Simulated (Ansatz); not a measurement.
## Two Ansatz runs on Ge

The cell is the one relaxed in the Materials Project (mp-1061054), not relaxed further here; entries there can be hypothetical. The listed cell was then made from it by scaling, straining or moving an atom.

First run: DFT, PBE, PAW with Ansatz's default frozen-core files, scalar-relativistic (Ansatz 0.2.0).

Command: `ansatz run input.yaml --threads 1 --pin off --max-ram 2048MiB --backend cpu --events-out ev --progress --plain --runs-dir out` The run took 40 s on 1 thread of Intel(R) Xeon(R) Platinum 8259CL CPU @ 2.50GHz (Skylake/Cascade Lake), with other jobs on the host.

```yaml
crystal:
  lattice:
    - [-2.5287425297, 2.6857467767, 1.4558563658]
    - [2.5287425297, -2.6857467767, 1.4558563658]
    - [2.5287425297, 2.6857467767, -1.4558563658]
  atoms:
    - { symbol: Ge, position: [0.685943, 0.935943, 0.75] }
    - { symbol: Ge, position: [0.314057, 0.064057, 0.25] }
kpoints:
  mp_grid: { grid: [15, 15, 15] }
scf:
  occupations: { method: fermi_dirac, width: 0.03 }
hamiltonian:
  xc: pbe
  pseudopotentials: { kind: paw }
output:
  forces: true
  stress: true
  eigenvalues: true
  efg: { contact_densities: true }
```

Result: converged; pressure -1.52 GPa; largest force 0.040 eV/Å; no gap on the k mesh; 6 SCF iterations.

The input is then changed:

```diff
@@ -5,13 +5,15 @@
     - [2.5287425297, 2.6857467767, -1.4558563658]
   atoms:
-    - { symbol: Ge, position: [0.685943, 0.935943, 0.75] }
-    - { symbol: Ge, position: [0.314057, 0.064057, 0.25] }
+    - { symbol: Ge, position: [0.685943, 0.935943, 0.75], spin: 0.2 }
+    - { symbol: Ge, position: [0.314057, 0.064057, 0.25], spin: 0.2 }
 kpoints:
   mp_grid: { grid: [15, 15, 15] }
 scf:
   occupations: { method: fermi_dirac, width: 0.03 }
+  convergence: { dr2_threshold: 1.0e-06 }
 hamiltonian:
   xc: pbe
   pseudopotentials: { kind: paw }
+  dispersion: d3bj
 output:
   forces: true
@@ -19,3 +21,5 @@
   eigenvalues: true
   efg: { contact_densities: true }
+magnetization:
+  spin_polarized: true
```

(1) What does the second run give?

Answers

(1) It converged; pressure -4.24 GPa; largest force 0.040 eV/Å; moment 0.00 μB; 13 SCF iterations.
